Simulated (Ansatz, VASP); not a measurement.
## Ge: VASP beside Ansatz

```xyz
2
Lattice="0.0000 2.7712 2.7712 2.7712 0.0000 2.7712 2.7712 2.7712 0.0000" Properties=species:S:1:pos:R:3 pbc="T T T"
Ge    4.1567    4.1567    4.1567
Ge    2.7712    2.7712    2.7712
```

Change from the starting cell: volume scaled by 0.94.

Alike in both runs: task single point; functional PBE; k mesh 8 × 8 × 8; occupations fermi-dirac, width 0.05 eV; no spin polarisation.

```csv
,VASP,Ansatz
version,VASP 6.6.1,Ansatz 0.2.0
potentials or method,"VASP PAW PBE potentials, release 64 (Ge_d)",Ansatz PAW
plane-wave cutoff (eV),520,420
valence electrons in the cell,28,28
```

```tsv
	VASP	Ansatz	Ansatz less VASP
gap on the k mesh at the Fermi level (eV)	0.38	0.38	-0.005
least direct gap on the mesh (eV)	0.61	0.61	-0.008
pressure (GPa)	9.0	9.0	+0.05
```

With one functional, cell and mesh, what is left measures potentials, basis and numerics.

A k mesh can miss the band edges.
